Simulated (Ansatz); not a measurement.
# FePt (Tetraferroplatinum) (P4/mmm) in Ansatz: notebook

One crystal, FePt (Tetraferroplatinum), is run at these levels: PBE; tasks: single point.

Everything below comes from runs of Ansatz 0.2.0. Logs are shortened: lines on timing, memory, paths and dates and some standing lists are left out, and cuts for length are marked.

**1. The crystal as given**

It takes space group P4/mmm (No. 123, tetragonal). Conventional cell: a = 2.724 Å, b = 2.724 Å, c = 3.720 Å, α = 90.00°, β = 90.00°, γ = 90.00°. Pt (site symmetry 4/mmm) is surrounded by 8 Fe at 2.68 Å and 4 Pt at 2.72 Å. Fe (site symmetry 4/mmm) has 8 Pt at 2.68 Å and 4 Fe at 2.72 Å as nearest neighbours.

**2. Single point, PBE, collinear spin, ferromagnetic start**

The input, input.yaml:

```yaml
crystal:
  lattice:
    - [2.7235, 0.0, 0.0]
    - [0.0, 2.7235, 0.0]
    - [0.0, 0.0, 3.72]
  atoms:
    - { symbol: Pt, position: [0.5, 0.5, 0.5] }
    - { symbol: Fe, position: [0.0, 0.0, 0.0], spin: 3.0 }
hamiltonian:
  xc: pbe
  pseudopotentials: { kind: paw }
magnetization:
  spin_polarized: true
kpoints:
  mp_grid: { grid: [10, 10, 7] }
scf:
  occupations: { method: gaussian, width: 0.024 }
output:
  forces: true
  stress: true
  eigenvalues: true
```

Potentials or basis: Ansatz PAW.

Started as:

```
> ansatz run input.yaml --threads 2 --pin off --max-ram 5632MiB --backend cpu --events-out ev --progress --plain --runs-dir out
```

Log:

```text
Warning: RAYON_NUM_THREADS=2 ignored (pool sized by the plan → 2); use --threads N
Engine: ansatz 0.2.0, x86_64-unknown-linux-gnu
Pseudopotentials: kind: paw
Pseudopotential: Pt, paw, valence charge 18, recommended cutoff 420 eV (normal), Pt.paw.azcp
Pseudopotential: Fe, paw, valence charge 16, recommended cutoff 420 eV (normal), Fe.paw.azcp
Functional definition: PBE
  parameter kappa = 0.804
  parameter beta = 0.06672455060314922
  exchange = pbe_x(kappa = kappa, mu = beta*pi^2/3)
  correlation = pbe_c(beta = beta)
Crystal: 2 atoms, lattice volume = 27.593 Å³
Basis set: ecut = 420 eV, 545 PW (Γ), exchange–correlation on 40×40×50 points (8 copies of the dense FFT grid, shifted against one another)
Bands: 23, of which v1, the nominal top of the filled ones, is band 17 counted from 1 (16 counted from 0)
Symmetry: 16 space group operations
Space group: P4/mmm (ITA 123), of the structure as read, at distance tolerance 3.0e-5 Å
Magnetic group: BNS 123.339 (UNI 999), of the structure as read, at distance tolerance 3.0e-5 Å
k-points: 84 of 700
Non-local potential: Pt, projectors of the file, l = 0: 3, l = 1: 2, l = 2: 2, l = 3: 1
Non-local potential: Fe, projectors of the file, l = 0: 3, l = 1: 2, l = 2: 3, l = 3: 1
PAW form: soft (Blöchl's): semilocal exchange-correlation on the pseudo side does not see the compensation charge
PAW one-centre angular grid: Pt, 590 points (default); XC on 64 Gauss nodes
PAW one-centre angular grid: Fe, 590 points (default); XC on 64 Gauss nodes
Initial density: superposition of atomic densities (chi_scale 0.1, normalization cell)
Starting moments: Σ|m| = 3 μB on 1 of 2 sites
Initial wavefunctions: pseudopotential atomic-orbital guess
Functional: x = pbe(κ = 0.804, μ = 0.2195149727645171), c = pbe(β = 0.06672455060314922)
SCF iter   1: F=—  HF=-17004.077506 eV  |F-HF|=—  |Δ(HF+E_count)|=         —  Δρ=6.97e-2 (↑4.14e-2 ↓6.97e-2)  dr2=4.52e0  dr2_m=7.69e-2  M=2.981 μB ∫|m|=3.051 μB  β_m=0.30  ethr=3.10e-3  ⟨swp⟩=5.0  Hψ=14825  notcnv=0
Mixer restart at iter 1: flushing history
preconditioner: auto → none  [metal: Δε(μ)=0.003 eV  Ē_g=9.235 eV  σ=0.024 eV  W_gap=0.06  n_scr=6 (ndim 8)  ℏωp=30.0 eV  f_vac=0.000  D(μ)=2.76/eV (n_scr^D=36)  sad-step TF]
SCF iter   2: F=—  HF=-17003.890973 eV  |F-HF|=—  |Δ(HF+E_count)|=   1.87e-1  Δρ=4.79e-2 (↑2.40e-2 ↓4.79e-2)  dr2=1.50e0  dr2_m=1.09e-1  M=3.161 μB ∫|m|=3.248 μB  β_m=0.51  ethr=3.10e-3  ⟨swp⟩=2.0  Hψ=6009  notcnv=0  defer=241
SCF iter   3: F=—  HF=-17003.924793 eV  |F-HF|=—  |Δ(HF+E_count)|=   3.38e-2  Δρ=1.16e-2 (↑1.16e-2 ↓1.03e-2)  dr2=1.56e-2  dr2_m=2.35e-2  M=3.273 μB ∫|m|=3.410 μB  β_m=0.63  ethr=3.10e-3  ⟨swp⟩=2.1  Hψ=6054  notcnv=0  defer=240
SCF iter   4: F=—  HF=-17003.956498 eV  |F-HF|=—  |Δ(HF+E_count)|=         —  Δρ=8.06e-3 (↑4.88e-3 ↓8.06e-3)  dr2=2.99e-2  dr2_m=2.36e-3  M=3.284 μB ∫|m|=3.444 μB  β_m=0.63  ethr=4.58e-5  ⟨swp⟩=3.0  Hψ=9042  notcnv=0  defer=241
Mixer restart at iter 4: flushing history
SCF iter   5: F=—  HF=-17003.970119 eV  |F-HF|=—  |Δ(HF+E_count)|=   1.36e-2  Δρ=1.17e-2 (↑1.17e-2 ↓1.06e-2)  dr2=1.21e-1  dr2_m=9.48e-4  M=3.262 μB ∫|m|=3.431 μB  β_m=0.38  ethr=4.58e-5  ⟨swp⟩=3.0  Hψ=8112  notcnv=0  defer=241  recentre
SCF iter   6: F=—  HF=-17003.952697 eV  |F-HF|=—  |Δ(HF+E_count)|=   1.74e-2  Δρ=2.69e-3 (↑1.73e-3 ↓2.69e-3)  dr2=1.26e-3  dr2_m=9.14e-4  M=3.280 μB ∫|m|=3.445 μB  β_m=0.66  ethr=4.58e-5  ⟨swp⟩=3.0  Hψ=9136  notcnv=0  defer=241
SCF iter   7: F=—  HF=-17003.953929 eV  |F-HF|=—  |Δ(HF+E_count)|=   1.23e-3  Δρ=8.92e-4 (↑8.92e-4 ↓8.39e-4)  dr2=7.45e-4  dr2_m=3.71e-5  M=3.273 μB ∫|m|=3.447 μB  β_m=0.53  ethr=3.70e-6  ⟨swp⟩=2.0  Hψ=6865  notcnv=0  defer=241
SCF iter   8: F=—  HF=-17003.953673 eV  |F-HF|=—  |Δ(HF+E_count)|=   2.56e-4  Δρ=1.86e-4 (↑1.86e-4 ↓1.02e-4)  dr2=6.69e-6  dr2_m=2.86e-6  M=3.276 μB ∫|m|=3.450 μB  β_m=0.75  ethr=2.19e-6  ⟨swp⟩=2.0  Hψ=5646  notcnv=0  defer=241
SCF iter   9: F=—  HF=-17003.953666 eV  |F-HF|=—  |Δ(HF+E_count)|=   6.68e-6  Δρ=9.35e-5 (↑3.63e-5 ↓9.35e-5)  dr2=3.53e-6  dr2_m=6.90e-7  M=3.275 μB ∫|m|=3.450 μB  β_m=0.82  ethr=1.97e-8  ⟨swp⟩=2.0  Hψ=5902  notcnv=0  defer=241
SCF iter  10: F=—  HF=-17003.953667 eV  |F-HF|=—  |Δ(HF+E_count)|=   5.86e-7  Δρ=5.40e-5 (↑2.40e-5 ↓5.40e-5)  dr2=1.37e-6  dr2_m=1.48e-7  M=3.275 μB ∫|m|=3.450 μB  β_m=0.84  ethr=1.04e-8  ⟨swp⟩=1.0  Hψ=3873  notcnv=0  defer=241
SCF iter  11: F=—  HF=-17003.953667 eV  |F-HF|=—  |Δ(HF+E_count)|=   1.15e-7  Δρ=1.43e-5 (↑7.19e-6 ↓1.43e-5)  dr2=7.60e-8  dr2_m=1.99e-8  M=3.274 μB ∫|m|=3.450 μB  β_m=0.79  ethr=4.02e-9  ⟨swp⟩=2.0  Hψ=5008  notcnv=0  defer=241
SCF iter  12: F=-17003.953667 eV  HF=-17003.953667 eV  |F-HF|=1.51e-8  |Δ(HF+E_count)|=   3.74e-9  Δρ=4.31e-6 (↑3.53e-6 ↓4.31e-6)  dr2=1.63e-8  dr2_m=8.35e-10  M=3.274 μB ∫|m|=3.450 μB  ethr=2.23e-10  ⟨swp⟩=5.4  Hψ=14242  notcnv=0
SCF 1 converged in 12 iterations: F = -17003.953667 eV  dr2 = 1.63e-8
SCF converged after 12 iterations
Magnetization: 3.2745 μB (18.6372 up, 15.3628 down)
Absolute magnetization: 3.4510 μB (∫|ρ↑−ρ↓|, with the PAW one-centre terms)
Spin contamination: 0.0859 ħ² per cell (⟨S²⟩ above its minimum at these occupations)
Per-site moments (μB) at R_I (Å): [(0.38966137073306284, 1.1044163581761326), (2.9503097713834783, 1.1044163581761326)]
Free energy (F): -17003.953667 eV
Harris-Foulkes:  -17003.953667 eV  (|F-HF|=1.51e-8)
Internal energy: -17003.953055 eV  (E = F + TS)
E sigma→0 (E₀):  -17003.953361 eV
Entropy (-TS):   -0.000612 eV (-0.306 meV/atom)
Fermi energy:    20.609667 eV
--- Per-component energies (eV) ---
  E_band       = -367.469328
  E_kinetic    = 984.494580
  E_local      = -3647.953689  (includes V_loc(G=0)·N_el)
  E_nonlocal   = 421.800653
  E_hartree    = 1459.131808
  E_xc         = -379.165135
  E_vxc        = -453.948238  (∫ρ·V_xc dr)
  E_paw        = -10822.087877  (= ΣΔE_a)
  E_vpaw       = -590.130213  (= ΣTr[D̂ρ^β])
  E_aug_tail   = 0.001044  (compensation charges beyond the density's cutoff)
  E_ewald      = -5020.174440
  E_smearing   = -0.000612  (= −TS)
  E_closure    = 0.000000  (closes the sum)
  Σ components = -17003.953667   (vs F -17003.953667, Δ=0.00e0)
--- Forces (eV/Å), atoms counted from 1 ---
  atom   1  Pt     0.00000000    -0.00000000     0.00000000
  atom   2  Fe    -0.00000000    -0.00000000     0.00000000
  max |Σ_I F_I| component: 6.73e-29 eV/Å
--- Stress (GPa, compression-positive) ---
        3.194962       0.000000       0.000000
        0.000000       3.194962       0.000000
        0.000000       0.000000       3.634439
  P = ⅓ Tr σ = 3.3415 GPa (33.415 kbar)
--- Band table (eV; the first three rows and the last of 168) ---
  k-point 0 ↑: bands = ["-78.1034", "-68.2832", "-34.4913", "-34.1972", "-34.1972", "-32.3135", "-32.2167", "-32.2167", "10.9266", "14.1782", "14.3669", "17.1138", "17.1138", "17.6415", "18.4407", "18.6345", "20.0388", "20.1835", "20.1835", "22.8067", "30.2946", "32.1672", "32.1672"]
  k-point 1 ↑: bands = ["-78.1034", "-68.2832", "-34.4894", "-34.1967", "-34.1967", "-32.3178", "-32.2173", "-32.2173", "11.1795", "14.2889", "14.4402", "17.2166", "17.2166", "17.5285", "18.4839", "18.5135", "19.9460", "19.9460", "19.9868", "21.6520", "31.7387", "32.6948", "32.6948"]
  k-point 2 ↑: bands = ["-78.1033", "-68.2833", "-34.4849", "-34.1956", "-34.1956", "-32.3272", "-32.2185", "-32.2185", "11.8666", "14.5550", "14.6258", "17.2547", "17.5212", "17.5212", "18.2054", "18.5935", "19.3607", "19.3607", "19.6024", "19.8574", "34.1205", "34.1205", "34.4501"]
  k-point 83 ↓: bands = ["-77.8256", "-64.8729", "-32.1922", "-32.1922", "-31.9689", "-31.0476", "-31.0223", "-31.0223", "14.6055", "15.8558", "15.8558", "18.0932", "19.2684", "19.2684", "19.5745", "21.4420", "21.5060", "22.3391", "27.6392", "27.6392", "29.0700", "29.4141", "29.9583"]
```

Run time: 19 s. Hardware: 2 threads of Intel Xeon at 2.50GHz (Skylake/Cascade Lake), shared host; peak memory 0.41 GiB.

What came out:

```
Free energy            : -17003.9537 eV
Pressure               : 3.3 GPa
Band gap on the k mesh : none (metal or under the smearing width)
Net moment             : 3.27 μB per cell
Absolute moment        : 3.45 μB per cell
Site moments           : Pt +0.39; Fe +2.95 μB
```

Levels at points of the mesh, in eV from the Fermi level:
Spin up:
| k point | band 17 | band 18 | band 19 | band 20 | band 21 | band 22 |
| --- | --- | --- | --- | --- | --- | --- |
| (0.00, 0.00, 0.00) | -0.57 | -0.43 | -0.43 | 2.20 | 9.68 | 11.56 |
| (0.00, -0.50, 0.00) | -2.18 | -1.69 | 0.10 | 1.97 | 10.38 | 10.51 |
| (-0.50, -0.50, 0.00) | -0.50 | 0.50 | 1.52 | 1.52 | 7.55 | 9.92 |
Spin down:
```csv
k point,band 13,band 14,band 15,band 16,band 17,band 18,band 19,band 20
"(0.00, 0.00, 0.00)",-2.43,-0.83,-0.82,0.58,1.66,1.66,1.69,2.38
"(0.00, -0.50, 0.00)",-2.52,-1.44,-1.23,-0.92,0.52,0.68,2.31,2.57
"(-0.50, -0.50, 0.00)",0.89,1.22,1.65,1.65,1.66,1.73,1.74,1.74
```

**3. Single point, PBE, collinear spin, ferromagnetic start**

input.yaml, as its differences from that of step 2:

```diff
@@ -16,3 +16,3 @@
 scf:
-  occupations: { method: gaussian, width: 0.024 }
+  occupations: { method: gaussian, width: 0.025 }
 output:
```

Potentials or basis: Ansatz PAW.

Started as:

```
> ansatz run input.yaml --threads 2 --pin off --max-ram 5632MiB --backend cpu --events-out ev --progress --plain --runs-dir out
```

It took 20 s on 2 threads of Intel Xeon at 2.50GHz (Skylake/Cascade Lake), shared host; peak memory 0.41 GiB.

It converged, with:

```yaml
Free_energy: -17003.9537 eV
Pressure: 3.3 GPa
Band_gap_on_the_k_mesh: none (metal or under the smearing width)
Net_moment: 3.27 μB per cell
Absolute_moment: 3.45 μB per cell
Site_moments: Pt +0.39; Fe +2.95 μB
```

Stress tensor (GPa, compression positive):
```
3.20 0.00 0.00
0.00 3.20 0.00
0.00 0.00 3.63
```

Levels at points of the mesh, in eV from the Fermi level:
Spin up:
```csv
k point,band 16,band 17,band 18,band 19,band 20,band 21,band 22,band 23
"(0.00, 0.00, 0.00)",-1.98,-0.57,-0.43,-0.43,2.20,9.68,11.56,11.56
"(0.00, -0.50, 0.00)",-2.57,-2.18,-1.69,0.10,1.97,10.38,10.51,12.43
"(-0.50, -0.50, 0.00)",-0.50,-0.50,0.50,1.52,1.52,7.55,9.92,10.81
```
Spin down:
```csv
k point,band 14,band 15,band 16,band 17,band 18,band 19
"(0.00, 0.00, 0.00)",-0.83,-0.82,0.58,1.66,1.66,1.69
"(0.00, -0.50, 0.00)",-1.44,-1.23,-0.92,0.52,0.68,2.31
"(-0.50, -0.50, 0.00)",1.22,1.65,1.65,1.66,1.73,1.74
```
